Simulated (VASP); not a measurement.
# Cu (Fm-3m) in VASP: further runs

The runs below take Cu through relaxation of cell and atoms, with r2SCAN, r2SCAN+rVV10.

All numbers are computed with VASP 6.6.1; they aren't measurements. Logs are shortened: lines on timing, memory, paths and dates and some standing lists are left out, and cuts for length are marked.

## Step 1: The crystal as given

The structure is cubic, space group Fm-3m (No. 225). Conventional cell: a = 3.650 Å, b = 3.650 Å, c = 3.650 Å, α = 90.00°, β = 90.00°, γ = 90.00°. Cu (site symmetry m-3m) is surrounded by 12 Cu at 2.58 Å.

## Step 2: Relaxation of cell and atoms, r2SCAN

INCAR

```
PREC     = Accurate       # precision mode
ENCUT    = 600            # plane-wave cutoff, eV
EDIFF    = 1E-7           # SCF threshold, eV
ISMEAR   = 0              # smearing method
SIGMA    = 0.1            # smearing width, eV
LREAL    = False          # projectors in reciprocal space
LASPH    = True           # aspherical terms in the spheres
NELM     = 80             # most SCF steps
ALGO     = Normal         # electronic algorithm
ISIF     = 3              # what is computed and relaxed
LWAVE    = False          # write WAVECAR
LCHARG   = False          # write CHGCAR
METAGGA  = R2SCAN         # meta-GGA
LMIXTAU  = True         
IBRION   = 2              # ionic algorithm
NSW      = 90             # ionic steps
EDIFFG   = -0.005         # ionic threshold
```

KPOINTS

```
Automatic mesh
0
Gamma
  20 20 20
```

POSCAR

```
Cu
1.0
    0.0000000000      1.8250000000      1.8250000000
    1.8250000000      0.0000000000      1.8250000000
    1.8250000000      1.8250000000      0.0000000000
Cu
1
Direct
    0.0000000000      0.0000000000      0.0000000000
```

Potentials or basis: VASP PAW PBE potentials, release 64 (Cu).

Command:

```console
$ cat potpaw_PBE.64/Cu/POTCAR > POTCAR
$ mpirun -np 1 vasp_std > vasp.out
```

OUTCAR:

```text
PREC = Accurate
   ENCUT = 600
   EDIFF = 1E-7
   ISMEAR = 0
   LREAL = False
   LASPH = True
   NELM = 80
   ISIF = 3
   METAGGA = R2SCAN
   IBRION = 2
   NSW = 90
   EDIFFG = -0.005

 ion  position               nearest neighbor table
   1  0.000  0.000  0.000-

  LATTYP: Found a face centered cubic cell.
 ALAT       =     3.6500000000

  Lattice vectors:

 A1 = (   0.0000000000,   1.8250000000,   1.8250000000)
 A2 = (   1.8250000000,   0.0000000000,   1.8250000000)
 A3 = (   1.8250000000,   1.8250000000,   0.0000000000)

Analysis of symmetry for initial positions (statically):
=====================================================================
 Subroutine PRICEL returns:
 Original cell was already a primitive cell.

 Routine SETGRP: Setting up the symmetry group for a
 face centered cubic supercell.

 Subroutine GETGRP returns: Found 48 space group operations
 (whereof 48 operations were pure point group operations)
 out of a pool of 48 trial point group operations.

The static configuration has the point symmetry O_h .

Analysis of symmetry for dynamics (positions and initial velocities):
=====================================================================
 Subroutine PRICEL returns:
 Original cell was already a primitive cell.

 Routine SETGRP: Setting up the symmetry group for a
 face centered cubic supercell.

 Subroutine GETGRP returns: Found 48 space group operations
 (whereof 48 operations were pure point group operations)
 out of a pool of 48 trial point group operations.

The dynamic configuration has the point symmetry O_h .

 Subroutine INISYM returns: Found 48 space group operations
 (whereof 48 operations are pure point group operations),
 and found     1 'primitive' translations

----------------------------------------------------------------------------------------

                                     Primitive cell

  volume of cell :      12.1568

  direct lattice vectors                    reciprocal lattice vectors
     0.000000000  1.825000000  1.825000000    -0.273972603  0.273972603  0.273972603
     1.825000000  0.000000000  1.825000000     0.273972603 -0.273972603  0.273972603
     1.825000000  1.825000000  0.000000000     0.273972603  0.273972603 -0.273972603

  length of vectors
     2.580939751  2.580939751  2.580939751     0.474534468  0.474534468  0.474534468

  position of ions in fractional coordinates (direct lattice)
     0.000000000  0.000000000  0.000000000

  ion indices of the primitive-cell ions
   primitive index   ion index
                 1           1

----------------------------------------------------------------------------------------

 KPOINTS: Automatic mesh

Automatic generation of k-mesh.
 Grid dimensions read from file:
 generate k-points for:   20   20   20

 Generating k-lattice:

  Cartesian coordinates                     Fractional coordinates (reciprocal lattice)
    -0.013698630  0.013698630  0.013698630     0.050000000  0.000000000  0.000000000
     0.013698630 -0.013698630  0.013698630     0.000000000  0.050000000  0.000000000
     0.013698630  0.013698630 -0.013698630     0.000000000  0.000000000  0.050000000

  Length of vectors
     0.023726723  0.023726723  0.023726723

  Shift w.r.t. Gamma in fractional coordinates (k-lattice)
     0.000000000  0.000000000  0.000000000

 Subroutine IBZKPT returns following result:
 ===========================================

 Found    256 irreducible k-points:

 Following reciprocal coordinates:
            Coordinates               Weight
  0.000000  0.000000  0.000000      1.000000
  0.050000  0.000000  0.000000      8.000000
  0.100000  0.000000  0.000000      8.000000
  0.150000  0.000000  0.000000      8.000000
  0.200000  0.000000  0.000000      8.000000
  0.250000  0.000000  0.000000      8.000000
[... 16 lines left out ...]
 -0.400000  0.050000  0.000000     24.000000
 -0.350000  0.050000  0.000000     24.000000
 [... further k-points ...]
   k-points           NKPTS =    256   k-points in BZ     NKDIM =    256   number of bands    NBANDS=      9
   number of dos      NEDOS =    301   number of ions     NIONS =      1
   total plane-waves  NPLWV =  13824
   dimension x,y,z NGX =    24 NGY =   24 NGZ =   24
   dimension x,y,z NGXF=    48 NGYF=   48 NGZF=   48
   ions per type =               1
   NGX,Y,Z   is equivalent  to a cutoff of  15.46, 15.46, 15.46 a.u.
   NGXF,Y,Z  is equivalent  to a cutoff of  30.92, 30.92, 30.92 a.u.
 SYSTEM =  unknown system
   PREC   = accura    normal or accurate (medium, high low for compatibility)
   ISTART =      0    job   : 0-new  1-cont  2-samecut
   ICHARG =      2    charge: 1-file 2-atom 10-const
   ISPIN  =      1    spin polarized calculation?
   LNONCOLLINEAR =      F non collinear calculations
   LSORBIT =      F    spin-orbit coupling
   LASPH  =      T    aspherical Exc in radial PAW
   ENCUT  =  600.0 eV  44.10 Ry    6.64 a.u.   5.15  5.15  5.15*2*pi/ulx,y,z
   NELM   =     80;   NELMIN=  2; NELMDL= -5     # of ELM steps
   EDIFF  = 0.1E-06   stopping-criterion for ELM
   LREAL  =      F    real-space projection
   EDIFFG = -.5E-02   stopping-criterion for IOM
   NSW    =     90    number of steps for IOM
   IBRION =      2    ionic relax: 0-MD 1-quasi-New 2-CG
   NFREE  =      1    steps in history (QN), initial steepest desc. (CG)
   ISIF   =      3    stress and relaxation
   ISYM   =      2    0-nonsym 1-usesym 2-fastsym
   POTIM  = 0.5000    time-step for ionic-motion
   TEBEG  =    0.0;   TEEND  =   0.0 temperature during run
   PSTRESS=    0.0 pullay stress
   NELECT =      11.0000    total number of electrons
   NUPDOWN=      -1.0000    fix difference up-down
   EMIN   =  10.00;   EMAX   =-10.00  energy-range for DOS
   EFERMI =   0.00;   METHOD = LEGACY
   ISMEAR =     0;   SIGMA  =   0.10  broadening in eV -4-tet -1-fermi 0-gaus
   EFERMI_NEDOS =   21; number of points for ismear=-14 and -15
   IALGO  =     38    algorithm
   IMIX   =      4    mixing-type and parameters
     AMIX     =   0.40;   BMIX     =  1.00
     AMIX_MAG =   1.60;   BMIX_MAG =  1.00
  volume/ion in A,a.u.               =      12.16        82.04
  Fermi-wavevector in a.u.,A,eV,Ry     =   1.583432  2.992253 34.113318  2.507258
  Thomas-Fermi vector in A             =   2.683204
   LORBIT       =      0    0 simple, 1 ext, 2 COOP (PROOUT), +10 PAW based schemes
   METAGGA = R2SCAN    functional components
   LHFCALC =     F    Hartree Fock is set to
   AEXX    =    0.0000 exact exchange contribution
   IVDW    =     0    specifies the selected vdW correction
   LEPSILON=     F    determine dielectric tensor
   LRPA    =     F    only Hartree local field effects (RPA)
 conjugate gradient relaxation of ions
 non-spin polarized calculation
 Gauss-broadening in eV      SIGMA  =   0.10
  energy-cutoff  :      600.00
  volume of cell :       12.16
 maximum number of plane-waves:       419
 NGX is ok and might be reduce to    24

--------------------------------------- Ionic step        1  -------------------------------------------

 number of electron      11.0000000 magnetization

 Free energy of the ion-electron system (eV)
  ---------------------------------------------------
  ext. energy  EPLUGINS =         0.00000000
  ---------------------------------------------------
  free energy    TOTEN  =       -10.81155537 eV

  energy without entropy =      -10.81029880  energy(sigma->0) =      -10.81092708

------------------------ aborting loop because EDIFF is reached ----------------------------------------

  FORCE on cell =-STRESS in cart. coord.  units (eV):
  Direction    XX          YY          ZZ          XY          YZ          ZX
  --------------------------------------------------------------------------------------
  -------------------------------------------------------------------------------------
  Total       -0.5972115     -0.5972115     -0.5972115     -0.0000000      0.0000000      0.0000000
  in kB      -78.7082256    -78.7082256    -78.7082256     -0.0000000      0.0000000      0.0000000
  external PRESSURE =     -78.7082256 kB  Pullay stress =       0.0000000 kB

 VOLUME and BASIS-vectors are now :
 -----------------------------------------------------------------------------
  energy-cutoff  :      600.00
  volume of cell :       12.16
      direct lattice vectors                 reciprocal lattice vectors
     0.000000000  1.825000000  1.825000000    -0.273972603  0.273972603  0.273972603
     1.825000000  0.000000000  1.825000000     0.273972603 -0.273972603  0.273972603
     1.825000000  1.825000000  0.000000000     0.273972603  0.273972603 -0.273972603
[... 106 lines left out ...]
 POSITION                                       TOTAL-FORCE (eV/Angst)
 -----------------------------------------------------------------------------------
      3.58026      1.79013      1.79013        -0.000000      0.000000     -0.000000
 -----------------------------------------------------------------------------------
    total drift:                                0.000000      0.000000      0.000000

  FREE ENERGIE OF THE ION-ELECTRON SYSTEM (eV)
  ---------------------------------------------------
  free  energy   TOTEN  =       -10.8289189776 eV

  energy  without entropy=      -10.8277414389  energy(sigma->0) =      -10.82833021

--------------------------------------- Ionic step        5  -------------------------------------------

 number of electron      10.9999998 magnetization

 Free energy of the ion-electron system (eV)
  ---------------------------------------------------
  ext. energy  EPLUGINS =         0.00000000
  ---------------------------------------------------
  free energy    TOTEN  =       -10.82892458 eV

  energy without entropy =      -10.82774638  energy(sigma->0) =      -10.82833548

 E-fermi :   7.7151     XC(G=0): -13.9332

 val. band max:        7.7099621132   @ k =   0.5000   0.2500   0.1000
 cond. band min:       7.7621025089   @ k =  -0.4500   0.1000   0.0000
 fundamental gap:      0.0521403957
 Fermi energy:         7.7151436814

 k-point     1 :       0.0000    0.0000    0.0000
  band No.  band energies     occupation
      1      -2.1447      2.00000
      2       4.5225      2.00000
      3       4.5225      2.00000
      4       4.5225      2.00000
      5       5.3748      2.00000
      6       5.3748      2.00000
      7      31.3605      0.00000
      8      34.6177      0.00000
      9      34.6178      0.00000

 k-point     2 :       0.0500    0.0000    0.0000
  band No.  band energies     occupation
      1      -2.0480      2.00000
      2       4.5012      2.00000
      3       4.5410      2.00000
      4       4.5410      2.00000
      5       5.3673      2.00000
      6       5.3673      2.00000
      7      30.8959      0.00000
      8      33.2284      0.00000
      9      34.2740      0.00000
[... 253 lines left out ...]
 k-point    24 :      -0.3500    0.0500    0.0000
  band No.  band energies     occupation
      1       1.8757      2.00000
      2       4.5378      2.00000
      3       4.5801      2.00000
      4       4.7172      2.00000
      5       5.7194      2.00000
      6       6.0216      2.00000
      7      15.5384      0.00000
      8      28.7058      0.00000
      9      31.1935      0.00000

 [... further k-points ...]

------------------------ aborting loop because EDIFF is reached ----------------------------------------

  FORCE on cell =-STRESS in cart. coord.  units (eV):
  Direction    XX          YY          ZZ          XY          YZ          ZX
  --------------------------------------------------------------------------------------
  -------------------------------------------------------------------------------------
  Total       -0.0048084     -0.0048084     -0.0048084     -0.0000000      0.0000000     -0.0000000
  in kB       -0.6707865     -0.6707865     -0.6707865     -0.0000000      0.0000000     -0.0000000
  external PRESSURE =      -0.6707865 kB  Pullay stress =       0.0000000 kB

 VOLUME and BASIS-vectors are now :
 -----------------------------------------------------------------------------
  energy-cutoff  :      600.00
  volume of cell :       11.48
      direct lattice vectors                 reciprocal lattice vectors
    -0.000000000  1.790733670  1.790733670    -0.279215167  0.279215167  0.279215167
     1.790733670  0.000000000  1.790733670     0.279215167 -0.279215167  0.279215167
     1.790733670  1.790733670 -0.000000000     0.279215167  0.279215167 -0.279215167

 POSITION                                       TOTAL-FORCE (eV/Angst)
 -----------------------------------------------------------------------------------
     -0.00000      0.00000      0.00000         0.000000      0.000000     -0.000000
 -----------------------------------------------------------------------------------
    total drift:                               -0.000000     -0.000000     -0.000000

  FREE ENERGIE OF THE ION-ELECTRON SYSTEM (eV)
  ---------------------------------------------------
  free  energy   TOTEN  =       -10.8289245823 eV

  energy  without entropy=      -10.8277463764  energy(sigma->0) =      -10.82833548

 reached required accuracy - stopping structural energy minimisation
```

It took 7.2 min on 1 thread of AMD EPYC 9R45 (Zen 5), shared host; peak memory 0.15 GiB.

What came out:

* Free energy: -10.8289 eV
* Relaxed volume: 11.48 Å³/atom
* Relaxed cell: a = 2.532 Å, b = 2.532 Å, c = 2.532 Å, α = 60.00°, β = 60.00°, γ = 60.00°
* Space group after relaxing (to 0.05 Å): Fm-3m (No. 225)
* Energy gained by relaxing: 17.4 meV/atom
* Ionic steps: 5
* Pressure after relaxing: -0.1 GPa
* Band gap on the k mesh: none (metal or under the smearing width)

The path:
```csv
step,energy change (eV),largest force (eV/Å),pressure (GPa),volume (Å³)
1,0.0000,0.0000,-7.87,12.16
2,-0.0118,0.0000,5.16,11.14
3,-0.0174,0.0000,-0.21,11.49
4,-0.0174,0.0000,0.11,11.47
5,-0.0174,0.0000,-0.07,11.48
```

Final structure:
```cif
data_structure
_symmetry_space_group_name_H-M 'P 1'
_symmetry_Int_Tables_number 1
_cell_length_a 2.5325
_cell_length_b 2.5325
_cell_length_c 2.5325
_cell_angle_alpha 60.000
_cell_angle_beta 60.000
_cell_angle_gamma 60.000
_cell_volume 11.48
loop_
_atom_site_label
_atom_site_type_symbol
_atom_site_fract_x
_atom_site_fract_y
_atom_site_fract_z
_atom_site_occupancy
Cu1 Cu 0.00000 0.00000 0.00000 1
```

Levels at points of the mesh, in eV from the Fermi level:
| k point | band 4 | band 5 | band 6 | band 7 | band 8 | band 9 |
| --- | --- | --- | --- | --- | --- | --- |
| (0.00, 0.00, 0.00) | -3.19 | -2.34 | -2.34 | 23.65 | 26.90 | 26.90 |
| (0.50, 0.00, 0.00) | -1.73 | -1.73 | -1.10 | 4.15 | 22.14 | 23.63 |
| (0.50, 0.50, 0.00) | -1.57 | -1.57 | 1.60 | 7.66 | 14.02 | 14.02 |

Caveat: the PAW data sets were made with another functional, which shifts forces and pressure a little.

## Step 3: Relaxation of cell and atoms, r2SCAN+rVV10

INCAR: that of step 2 with these lines changed.

```diff
@@ -14,2 +14,6 @@
 LMIXTAU  = True         
+LUSE_VDW = True         
+IVDW_NL  = 2            
+BPARAM   = 11.95        
+CPARAM   = 0.0093       
 IBRION   = 2              # ionic algorithm
```

KPOINTS is that of step 2.

POSCAR is that of step 2.

Potentials or basis: VASP PAW PBE potentials, release 64 (Cu).

Command:

```console
$ cat potpaw_PBE.64/Cu/POTCAR > POTCAR
$ mpirun -np 1 vasp_std > vasp.out
```

Wall time 11 min (1 thread of AMD EPYC 9R45 (Zen 5), shared host); peak memory 0.23 GiB.

The run converged. Its results:

| Quantity | Value |
| --- | --- |
| Free energy | -10.5394 eV |
| Relaxed volume | 11.36 Å³/atom |
| Relaxed cell | a = 2.523 Å, b = 2.523 Å, c = 2.523 Å, α = 60.00°, β = 60.00°, γ = 60.00° |
| Space group after relaxing (to 0.05 Å) | Fm-3m (No. 225) |
| Energy gained by relaxing | 25.3 meV/atom |
| Ionic steps | 6 |
| Pressure after relaxing | 0.0 GPa |
| Band gap on the k mesh | none (metal or under the smearing width) |

The path:
```
step  energy change (eV)  largest force (eV/Å)  pressure (GPa)  volume (Å³)
   1              0.0000                0.0000           -9.53        12.16
   2             -0.0161                0.0000            6.92        10.93
   3             -0.0253                0.0000           -0.25        11.36
   4             -0.0253                0.0000            0.11        11.35
   5             -0.0253                0.0000           -0.08        11.36
   6             -0.0253                0.0000           -0.03        11.36
```

Final structure:
```
Cu
1.0
     0.00000    1.78409    1.78409
     1.78409    0.00000    1.78409
     1.78409    1.78409    0.00000
Cu
1
Direct
  0.00000 0.00000 0.00000
```

Levels at points of the mesh, in eV from the Fermi level:
```csv
k point,band 4,band 5,band 6,band 7,band 8,band 9
"(0.00, 0.00, 0.00)",-3.22,-2.35,-2.35,23.73,27.08,27.08
"(0.50, 0.00, 0.00)",-1.73,-1.73,-1.15,4.21,22.21,23.80
"(0.50, 0.50, 0.00)",-1.57,-1.57,1.58,7.74,14.10,14.10
```

Caveat: the PAW data sets were made with another functional, which shifts forces and pressure a little.
